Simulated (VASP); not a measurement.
## LiBr in VASP 6.6.1, single-point calculation

INCAR

```
NSW = 0
ENCUT = 520
IBRION = -1
GGA = PE
EDIFF = 1E-7
LREAL = .FALSE.
PREC = Single
LWAVE = .FALSE.
ISMEAR = -1
NBANDS = 12
NELM = 120
SIGMA = 0.02
LASPH = .TRUE.
ISIF = 2
LCHARG = .FALSE.
```

KPOINTS

```
KPOINTS created by Atomic Simulation Environment
0
Gamma
8 8 8
0 0 0
```

POSCAR

```
Li Br
 1.0000000000000000
     0.0000000000000000    2.7395485815746743    2.7395485815746743
     2.7395485815746743    0.0000000000000000    2.7395485815746743
     2.7395485815746743    2.7395485815746743    0.0000000000000000
 Li  Br
   1   1
Cartesian
  0.0000000000000000 -0.0000000000000000  0.0000000000000000
  2.7395485815746743  2.7395485815746743  2.7395485815746743
```

The recommended PBE PAW datasets give the neutral cell 10 valence electrons.

Command

```
mpirun -np 1 vasp_std
```

OSZICAR

```
N       E                     dE             d eps       ncg     rms          rms(c)
DAV:   1     0.406594939325E+02    0.40659E+02   -0.39694E+03   696   0.762E+02
DAV:   2    -0.401812270136E+01   -0.44678E+02   -0.42687E+02   872   0.133E+02
DAV:   3    -0.660602485796E+01   -0.25879E+01   -0.25804E+01   940   0.335E+01
DAV:   4    -0.667001775595E+01   -0.63993E-01   -0.63973E-01   940   0.517E+00
DAV:   5    -0.667043003516E+01   -0.41228E-03   -0.41228E-03   880   0.433E-01    0.195E+00
DAV:   6    -0.663875736550E+01    0.31673E-01   -0.61254E-02   864   0.115E+00    0.120E+00
DAV:   7    -0.664119602545E+01   -0.24387E-02   -0.38767E-02   976   0.102E+00    0.435E-01
DAV:   8    -0.664352556467E+01   -0.23295E-02   -0.41346E-03   812   0.406E-01    0.613E-02
DAV:   9    -0.664352025508E+01    0.53096E-05   -0.99547E-05   840   0.705E-02    0.249E-02
DAV:  10    -0.664354736753E+01   -0.27112E-04   -0.49343E-05   804   0.450E-02    0.135E-02
DAV:  11    -0.664355040545E+01   -0.30379E-05   -0.52392E-06   880   0.130E-02    0.412E-03
DAV:  12    -0.664355046596E+01   -0.60503E-07   -0.28528E-07   836   0.373E-03
   1 F= -.66435505E+01 E0= -.66435505E+01  d E =-.107831E-11
```

From OUTCAR

```
k-points           NKPTS =     29   k-points in BZ     NKDIM =     29   number of bands    NBANDS=     12

   NELECT =      10.0000    total number of electrons

   dimension x,y,z NGX =    30 NGY =   30 NGZ =   30
   dimension x,y,z NGXF=    30 NGYF=   30 NGZF=   30

  energy-cutoff  :      520.00
  volume of cell :       41.12
      direct lattice vectors                 reciprocal lattice vectors
     0.000000000  2.739548582  2.739548582    -0.182511821  0.182511821  0.182511821
     2.739548582  0.000000000  2.739548582     0.182511821 -0.182511821  0.182511821
     2.739548582  2.739548582  0.000000000     0.182511821  0.182511821 -0.182511821

 k-points in reciprocal lattice and weights: KPOINTS created by Atomic Simulation Env
   0.00000000  0.00000000  0.00000000       0.002
   0.12500000  0.00000000  0.00000000       0.016
   0.25000000  0.00000000  0.00000000       0.016
   0.37500000  0.00000000  0.00000000       0.016
   0.50000000  0.00000000  0.00000000       0.008
   0.12500000  0.12500000  0.00000000       0.012
   0.25000000  0.12500000  0.00000000       0.047
   0.37500000  0.12500000  0.00000000       0.047
   ...

 E-fermi :   0.8764

 k-point     1 :       0.0000    0.0000    0.0000
  band No.  band energies     occupation
      1     -43.9942      2.00000
      2     -13.0751      2.00000
      3       0.3970      2.00000
      4       0.3970      2.00000
      5       0.3970      2.00000
      6       5.4008      0.00000
      7      10.9071      0.00000
      8      10.9071      0.00000
      9      10.9072      0.00000
     10      12.6911      0.00000
     11      12.6911      0.00000
     12      12.6943      0.00000

 k-point     2 :       0.1250    0.0000    0.0000
  band No.  band energies     occupation
      1     -43.9942      2.00000
      2     -13.0101      2.00000
      3      -0.1961      2.00000
      4       0.3538      2.00000
      5       0.3538      2.00000
      6       5.9261      0.00000
      7      10.1730      0.00000
      8      10.7349      0.00000
      9      10.7361      0.00000
     10      11.8343      0.00000
     11      11.8349      0.00000
     12      13.0605      0.00000

 k-point     3 :       0.2500    0.0000    0.0000
  band No.  band energies     occupation
      1     -43.9937      2.00000
      2     -12.8452      2.00000
      3      -1.3033      2.00000
      4       0.2557      2.00000
      5       0.2557      2.00000
      6       6.4041      0.00000
      7       9.6041      0.00000
      8       9.6058      0.00000
      9      10.1858      0.00000
     10      12.7722      0.00000
     11      12.7722      0.00000
     12      13.4408      0.00000

 k-point     4 :       0.3750    0.0000    0.0000
  band No.  band energies     occupation
      1     -43.9934      2.00000
      2     -12.6676      2.00000
      3      -2.1944      2.00000
      4       0.1653      2.00000
      5       0.1653      2.00000
      6       6.1854      0.00000
      7       8.7862      0.00000
      8       8.7880      0.00000
      9      11.4861      0.00000
     10      13.9233      0.00000
     11      14.5411      0.00000
     12      14.5412      0.00000

 ...

  Total        0.1145822      0.1145822      0.1145822      0.0000000      0.0000000      0.0000000
  in kB        4.4643762      4.4643762      4.4643762      0.0000000      0.0000000      0.0000000
  external PRESSURE =       4.4643762 kB  Pullay stress =       0.0000000 kB

 POSITION                                       TOTAL-FORCE (eV/Angst)
 -----------------------------------------------------------------------------------
      0.00000      0.00000      0.00000         0.000000      0.000000      0.000000
      2.73955      2.73955      2.73955        -0.000000     -0.000000     -0.000000
 -----------------------------------------------------------------------------------
    total drift:                                0.000000      0.000000      0.000000

  FREE ENERGIE OF THE ION-ELECTRON SYSTEM (eV)
  ---------------------------------------------------
  free  energy   TOTEN  =        -6.6435504660 eV

  energy  without entropy=       -6.6435504660  energy(sigma->0) =       -6.64355047
```

It converged. Results: gap between bands v and c on the k mesh 5.00 eV; least direct gap on the k mesh 5.00 eV; pressure 0.4 GPa. Band v is the last that the valence electrons fill when counted band by band, and c is the next.

For comparison, a separate PBE run of the intended cell, on usual settings and not on those above, gives a gap of 5.00 eV on its mesh and a pressure of 0.4 GPa.

The run above took about 15 s on one core of a shared host (Intel Xeon Platinum 8488C) and held 0.13 GiB at most.
